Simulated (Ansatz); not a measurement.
## Dielectric function and optical constants of SiC (Moissanite 3C): ground state and bands

Ansatz 0.2.0; DFT, PBE, plane-wave PAW, default files, scalar-relativistic, ground state.

The self-consistent density comes first; it also tells whether there is a gap, which decides the occupations and the need for a Drude term.

The input, input.yaml:

```yaml
crystal:
  lattice:
    - [0.0, 2.179, 2.179]
    - [2.179, 0.0, 2.179]
    - [2.179, 2.179, 0.0]
  atoms:
    - { symbol: Si, position: [0.0, 0.0, 0.0] }
    - { symbol: C, position: [0.75, 0.75, 0.75] }
kpoints:
  mp_grid: { grid: [9, 9, 9] }
  band_path:
    path:
      - [[0.0, 0.0, 0.0], [0.5, 0.0, 0.5], [0.5, 0.25, 0.75], [0.375, 0.375, 0.75], [0.0, 0.0, 0.0], [0.5, 0.5, 0.5], [0.625, 0.25, 0.625], [0.5, 0.25, 0.75], [0.5, 0.5, 0.5], [0.375, 0.375, 0.75]]
      - [[0.625, 0.25, 0.625], [0.5, 0.0, 0.5]]
    npoints: 5
scf:
  occupations: { method: fermi_dirac, width: 0.05 }
  n_extra_bands: 6
hamiltonian:
  xc: pbe
  pseudopotentials: { kind: paw }
output:
  forces: true
  stress: true
  populations: true
  write_bands: true
```

The run is started by

```console
$ ansatz run input.yaml --threads 4 --pin off --max-ram 8192MiB --backend cpu --events-out ev --progress --plain --runs-dir out
```

Before running it: what should come out for the electronic bands?

The 8 valence electrons fill 4 bands exactly, which allows a gap.

Read-outs, printed or worked out from the files:

| Property | Result |
| --- | --- |
| volume | 20.69 Å³ |
| gap on the path | 1.359 eV |
| least direct gap on the path | 4.545 eV |

The electronic bands at the labelled points (eV, zero at the Fermi level; v1 is the highest filled band, c1 the lowest empty one):

```
          point      v4     v3     v2     v1    c1    c2     c3     c4
              Γ  -16.15  -0.75  -0.75  -0.75  5.47  6.56   6.56   6.56
0.60 of the way  -13.88  -5.11  -3.11  -3.11  2.42  4.87  10.78  10.78
              X  -11.13  -8.54  -3.93  -3.93  0.61  3.58  13.27  13.27
0.40 of the way  -11.06  -8.34  -4.56  -4.55  1.78  4.71  11.84  13.10
              W  -10.90  -7.77  -5.73  -5.43  4.46  8.69   8.71   9.02
0.60 of the way  -11.07  -7.95  -6.17  -4.02  3.14  7.21  10.01  11.27
              K  -11.13  -8.02  -6.29  -3.34  2.36  7.02  11.09  11.70
0.40 of the way  -13.65  -6.15  -4.54  -1.65  5.32  7.62   7.92   8.71
              Γ  -16.15  -0.75  -0.75  -0.75  5.47  6.56   6.56   6.56
0.40 of the way  -15.38  -3.88  -1.19  -1.19  5.45  7.16   7.16   8.03
              L  -12.59  -9.28  -1.80  -1.80  4.68  6.48   6.48   9.30
0.60 of the way  -11.89  -8.53  -4.81  -2.67  3.60  7.85   8.84  10.27
              U  -11.13  -8.02  -6.29  -3.34  2.36  7.02  11.09  11.70
0.60 of the way  -11.00  -7.87  -6.04  -4.62  3.79  7.50   9.42  10.51
              W  -10.90  -7.77  -5.73  -5.43  4.46  8.69   8.71   9.02
0.60 of the way  -12.16  -8.82  -3.76  -2.57  4.70  6.23   8.47  10.36
              L  -12.59  -9.28  -1.80  -1.80  4.68  6.48   6.48   9.30
0.60 of the way  -11.89  -8.53  -4.81  -2.67  3.60  7.85   8.84  10.27
              K  -11.13  -8.02  -6.29  -3.34  2.36  7.02  11.09  11.70
      jump to U  -11.13  -8.02  -6.29  -3.34  2.36  7.02  11.09  11.70
0.40 of the way  -11.07  -8.32  -5.29  -3.71  1.56  4.98  12.33  12.62
              X  -11.13  -8.54  -3.93  -3.93  0.61  3.58  13.27  13.27
```

The electronic bands as a text plot (rows in eV, shown from -8.7 to 6.6 only):

```
    6.3 |++++                 +++++      +++         +++++
    5.7 |+++        +           ++++++                        +
    5.0 |    ++    +        ++        +++  +         +++ +
    4.4 |   +         +                  ++ +    ++++   + +    +
    3.7 |      ++++  + +  ++                 +             +    +
    3.1 |           +                         + +           +
    2.5 |    ++         ++                     +             +
    1.8 |          +                                          +
    1.2 |      ++ +                                            +
    0.5 |        +                                              +
   -0.1 |
   -0.7 |*                    *******
   -1.4 | **                **  *    ***
   -2.0 |   *                   *  **   *****          ****
   -2.7 |                 **  **             *       ***   *
   -3.3 |   ***         **                  * **    *     * ***
   -3.9 |      ****           **     *          *    **        **
   -4.6 |          *   *    **               *     *       *   *
   -5.2 |    **     ***                          ** *
   -5.9 |             **  ****                * ****        * *
   -6.5 |               **            **       *             *
   -7.1 |      **
   -7.8 |            *******                  ******        **
   -8.4 |        ****                   *    *      *      *  ***
         Γ       X    W  K        Γ      L     U  W     L   K|U X
```

[Logs are printed without paths, hosts, clocks, repeated set-up lines and the standing remarks that a program may print on its own settings, such as how far it seeks lower states.]

[Hosts, paths, dates, database ids (printed as entryN), source tags and the programs' standing remarks are cut or masked in the printed files.]
